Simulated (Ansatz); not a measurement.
The system is TaN.

```xyz
2
Lattice="0.0000 2.2113 2.2113 2.2113 0.0000 2.2113 2.2113 2.2113 0.0000" Properties=species:S:1:pos:R:3 pbc="T T T"
Ta    2.2113    2.2113    2.2113
N     0.0000    0.0000    0.0000
```

The cell comes from a database or a generator and needn't be the stable form of this composition.

Base run:

```yaml
Program: Ansatz 0.2.0
Functional: r2SCAN
Potentials_or_basis: Ansatz PAW
Cutoff: "500 eV (not typed: the program's choice for these potentials)"
k_mesh: 10 × 10 × 10
Occupations: fermi-dirac, width 0.05 eV
Spin: no spin polarisation
Hubbard_terms: Ta d U = 4 eV
```

Its results: band gap on the k mesh none (metal or under the smearing width); pressure -2.4 GPa.

Question: After a change of settings the same cell gave: band gap on the k mesh none (metal or under the smearing width); pressure -3.4 GPa. Which change was it?
A. hubbard terms from Ta d U = 4 eV to none; hubbard projectors from ortho-atomic (the default) to none
B. hubbard terms from Ta d U = 4 eV to Ta d U = 3 eV
C. hubbard terms from Ta d U = 4 eV to Ta d U = 5 eV

Answer: B.

Caveats: U without spin polarisation on a metal has little footing; the PAW data sets come from PBE, with cores solved anew for the run's functional, which leaves a small shift of forces and pressure; the density of states is complete only up to the lowest level of the last band computed.
